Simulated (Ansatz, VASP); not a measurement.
## Two plane-wave programs on Rb

INCAR

```
SYSTEM = Rb
PREC = Accurate ; ENCUT = 520
EDIFF = 1E-7 ; ISMEAR = -1
SIGMA = 0.1 ; LREAL = .FALSE.
LASPH = .TRUE. ; NELM = 60
ALGO = Fast ; ISIF = 2
LWAVE = .FALSE. ; LCHARG = .TRUE.
GGA = PS ; LELF = .TRUE.
LVHAR = .TRUE. ; NBANDS = 26
```

Contents of KPOINTS:

```
regular mesh
0
G
  8 8 3
  0 0 0
```

The input POSCAR:

```
Rb
1.0
    4.8392736490      0.0000000000      0.0000000000
   -2.4196368245      4.1909339159      0.0000000000
    0.0000000000      0.0000000000     15.8050677378
Rb
4
Direct
    0.0000000000      0.0000000000      0.0000000000
    0.0000000000      0.0000000000      0.5000000000
    0.3333333333      0.6666666667      0.2500000000
    0.6666666667      0.3333333333      0.7500000000
```

Input for Ansatz:

```yaml
crystal:
  lattice:
    - [4.839273649, 0.0, 0.0]
    - [-2.4196368245, 4.1909339159, 0.0]
    - [0.0, 0.0, 15.8050677378]
  atoms:
    - { symbol: Rb, position: [0.0, 0.0, 0.0] }
    - { symbol: Rb, position: [0.0, 0.0, 0.5] }
    - { symbol: Rb, position: [0.3333333333, 0.6666666667, 0.25] }
    - { symbol: Rb, position: [0.6666666667, 0.3333333333, 0.75] }
hamiltonian:
  xc: pbesol
  pseudopotentials:
    kind: paw
    azcp:
      Rb: "pseudopotentials/Rb.paw.azcp"
basis:
  ecutwfc: 420
  fft_grid_basis: typed
kpoints:
  mp_grid: { grid: [8, 8, 3], shift: [0, 0, 0] }
magnetization:
  spin_polarized: false
scf:
  occupations: { method: fermi_dirac, width: 0.1 }
  lower_state_search: "off"
output:
  stress: true
```

Alike in both runs: task single point; functional PBEsol; k mesh 8 × 8 × 3; occupations fermi-dirac, width 0.1 eV; no spin polarisation.

|  | VASP | Ansatz |
| --- | --- | --- |
| version | VASP 6.6.1 | Ansatz 0.2.0 |
| potentials or method | VASP PAW PBE potentials, release 64 (Rb_sv) | plane waves (420 eV) with PAW, scalar-relativistic |
| plane-wave cutoff (eV) | 520 | 420 |
| valence electrons in the cell | 36 | 36 |

```csv
,VASP,Ansatz,Ansatz less VASP
pressure (GPa),0.3,0.3,0.00
```

Ansatz warned: «pseudo_functional_mismatch».

Caveats: the PAW data sets were made with another functional, which shifts forces and pressure a little (VASP).
